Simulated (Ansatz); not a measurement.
Ni: do energies and stresses tell the same story?

Theory: Ansatz 0.2.0, DFT PBE, scalar-relativistic, plane waves, PAW.

Settings: cutoff 420 eV, Γ-centred mesh 20×20×20 on the computed 1-atom cell, Gaussian smearing of 0.10 eV; collinear spin from starting moments 0.75 μB.

Relaxed cell: Fm-3m, a = 3.518 Å, b = 3.518 Å, c = 3.518 Å, α = 90.00°, β = 90.00°, γ = 90.00°, 1 atom in the primitive cell.

Energies at zero smearing and pressures from the stress tensor, at volumes with shape and atoms relaxed:
```tsv
V (Å³/atom)	E − E(first) (meV/atom)	P (GPa)
9.583	0.00	34.87
9.909	-59.24	23.72
10.236	-97.67	14.39
10.563	-118.66	6.56
10.889	-125.02	0.01
11.216	-119.12	-5.49
11.543	-102.94	-10.08
11.978	-68.25	-15.05
```

Problem. Check P = −dE/dV between neighbouring volumes, and get the bulk modulus from the pressures alone.

Solution. With 1 eV/Å³ = 160.2 GPa:
```csv
middle V (Å³/atom),−ΔE/ΔV (GPa),mean P (GPa)
9.746,29.056,29.297
10.073,18.844,19.055
10.399,10.295,10.475
10.726,3.120,3.285
11.053,-2.895,-2.742
11.379,-7.936,-7.787
11.761,-12.761,-12.566
```

The two differ by 0.24 GPa at most. The mean of two end pressures misses the average over a step by about ΔV² P″/12, up to 0.16 GPa here; with that taken off 0.09 GPa remains. The stress is the derivative of the free energy, not of the energy at zero smearing, and with free energies 0.00 GPa remains. Around V = 10.889 Å³/atom, the two neighbours give B = −V ΔP/ΔV = 10.889 × 12.05 / 0.653 = 200.9 GPa, against B0 = 200.1 GPa from the Birch–Murnaghan fit of the energies.

Only this magnetic start was tried.